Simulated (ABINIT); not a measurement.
The system is Ir.

```
Ir
1.0
     0.00000    1.91560    1.91560
     1.91560    0.00000    1.91560
     1.91560    1.91560    0.00000
Ir
1
Direct
  0.00000 0.00000 0.00000
```

Base run:

```yaml
Program: ABINIT 10.8.3 (patched build)
Functional: LDA
Potentials_or_basis: JTH PAW LDA v2.0
Cutoff: 463 eV
k_mesh: 16 × 16 × 16
Occupations: fermi-dirac, width 0.05 eV
Spin: no spin polarisation
```

Its results: band gap on the k mesh none (metal or under the smearing width); pressure -6.5 GPa.

Problem. The run is repeated on the same cell with these changes: k mesh from 16 × 16 × 16 to 5 × 5 × 5. What comes out?

Solution. Band gap on the k mesh none (metal or under the smearing width); pressure -2.2 GPa.

Caveats: some runs use coarse meshes.

Not every run made on this cell is shown here.
